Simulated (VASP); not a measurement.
# From an Ansatz input to VASP: PbSe (distorted zincblende)

Ansatz input

```yaml
crystal:
  lattice:
    - [0.0214, 3.4382, 3.4619]
    - [3.3345, 0.1234, 3.3599]
    - [3.4906, 3.4922, -0.0327]
  atoms:
    - { symbol: Pb, position: [0.9892, 0.9986, 0.9974] }
    - { symbol: Se, position: [0.2542, 0.2553, 0.2447] }
kpoints:
  mp_grid: { grid: [6, 6, 6] }
hamiltonian:
  xc: lda
scf:
  occupations: { method: fermi_dirac, width: 0.02 }
  n_extra_bands: 4
output:
  forces: true
  stress: true
  eigenvalues: true
```

**Question.** Which VASP files do the same job?

**Answer.** 

INCAR

```
LASPH = .TRUE.
LREAL = .FALSE.
SIGMA = 0.02
EDIFF = 1E-7
ISMEAR = -1
GGA = CA
LELF = .TRUE.
IBRION = -1
ISIF = 2
NBANDS = 17
PREC = Accurate
ENCUT = 520
LCHARG = .TRUE.
LWAVE = .FALSE.
NELM = 120
NSW = 0
```

KPOINTS

```
KPOINTS created by Atomic Simulation Environment
0
Gamma
6 6 6
0 0 0
```

POSCAR

```
Pb Se
 1.0000000000000000
     0.0214000000000000    3.4382000000000001    3.4619000000000000
     3.3344999999999998    0.1234000000000000    3.3599000000000001
     3.4906000000000001    3.4922000000000000   -0.0327000000000000
 Pb  Se
   1   1
Cartesian
  6.8325250200000003  7.0074149599999993  6.7470926400000000
  1.7108875500000000  1.7600357999999998  1.7297957600000000
```

VASP ran with the recommended LDA PAW datasets (20 valence electrons in the cell). Other inputs would serve too.

|  | Ansatz | VASP |
| --- | --- | --- |
| gap between bands v and c on the k mesh | 0.56 eV | 0.54 eV |
| least direct gap on the k mesh | 1.00 eV | 0.99 eV |
| pressure | -1.4 GPa | -1.3 GPa |
| largest force | 0.45 eV/Å | 0.46 eV/Å |

Each program uses its own PAW datasets. VASP's cell holds 20 valence electrons and Ansatz's 30. LDA means the Perdew–Zunger form with relativistic exchange in VASP and the Perdew–Wang form in Ansatz. Ansatz's stress includes a Pulay correction; VASP's doesn't.
